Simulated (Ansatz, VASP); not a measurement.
**LiH: VASP beside Ansatz**

INCAR

```
PREC = Accurate ; ENCUT = 520
EDIFF = 1E-7 ; ISMEAR = -1
SIGMA = 0.05 ; LREAL = F
LASPH = T ; NELM = 80
ALGO = Normal ; ISIF = 2
LWAVE = F ; LCHARG = F
GGA = PE ; NBANDS = 9
```

Contents of KPOINTS:

```
regular mesh
0
Gamma
  11 11 11
```

POSCAR

```
LiH
1.0
    0.0000000000      2.0092229770      2.0092229770
    2.0092229770      0.0000000000      2.0092229770
    2.0092229770      2.0092229770      0.0000000000
Li H
1 1
Direct
    0.0000000000      0.0000000000      0.0000000000
    0.5000000000      0.5000000000      0.5000000000
```

The input input.yaml:

```yaml
crystal:
  lattice:
    - [0.0, 2.009222977, 2.009222977]
    - [2.009222977, 0.0, 2.009222977]
    - [2.009222977, 2.009222977, 0.0]
  atoms:
    - { symbol: Li, position: [0.0, 0.0, 0.0] }
    - { symbol: H, position: [0.5, 0.5, 0.5] }
hamiltonian:
  xc: pbe
  pseudopotentials: { kind: paw }
kpoints:
  mp_grid: { grid: [11, 11, 11] }
scf:
  occupations: { method: fermi_dirac, width: 0.05 }
output:
  forces: true
  stress: true
  eigenvalues: true
```

Change from the starting cell: volume scaled by 0.96.

Alike in both runs: task single point; functional PBE; k mesh 11 × 11 × 11; occupations fermi-dirac, width 0.05 eV; no spin polarisation.

|  | VASP | Ansatz |
| --- | --- | --- |
| version | VASP 6.6.1 | Ansatz 0.2.0 |
| potentials or method | VASP PAW PBE potentials, release 64 (Li_sv, H) | Ansatz PAW |
| plane-wave cutoff (eV) | 520 | 420 |
| valence electrons in the cell | 4 | 4 |

|  | VASP | Ansatz | Ansatz less VASP |
| --- | --- | --- | --- |
| gap on the k mesh at the Fermi level (eV) | 3.18 | 3.18 | +0.006 |
| least direct gap on the mesh (eV) | 3.18 | 3.18 | +0.006 |

Caveats: an odd mesh through Γ misses points on the zone boundary, where band edges often lie (VASP); odd divisions of the mesh miss points on the zone boundary, where band edges often lie, so the gap on the mesh can be too wide (Ansatz).
